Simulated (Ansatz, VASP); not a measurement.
Two plane-wave programs on TiAl3

```
Ti Al
1.0
    -1.91111    1.91111    4.28067
     1.91111   -1.91111    4.28067
     1.91111    1.91111   -4.28067
Ti Al
1 3
Direct
  0.00000 0.00000 0.00000
  0.50000 0.50000 0.00000
  0.75000 0.25000 0.50000
  0.25000 0.75000 0.50000
```

The cell comes from a database or a generator and needn't be the stable form of this composition.

Alike in both runs: task single point; functional RPBE; k mesh 6 × 6 × 6; occupations gaussian, width 0.1 eV; no spin polarisation.

|  | VASP | Ansatz |
| --- | --- | --- |
| version | VASP 6.6.1 | Ansatz 0.2.0 |
| potentials or method | VASP PAW PBE potentials, release 64 (Ti_sv, Al) | scalar-relativistic, plane waves, PAW |
| plane-wave cutoff (eV) | 520 | 420 |
| valence electrons in the cell | 21 | 21 |

Ansatz gave:

| Quantity | Value |
| --- | --- |
| gap on the k mesh at the Fermi level (eV) | none |
| pressure (GPa) | 4.4 |

**Question.** What did VASP give for the same quantities?

**Answer.** gap on the k mesh at the Fermi level (eV): none; pressure (GPa): 4.2.

A gap of «none» marks a metal or a gap that the smearing closes.

Caveats: the k mesh is coarse (spacing up to 0.39 Å⁻¹), so the values aren't converged; the PAW data sets were made with another functional, which shifts forces and pressure a little (VASP).
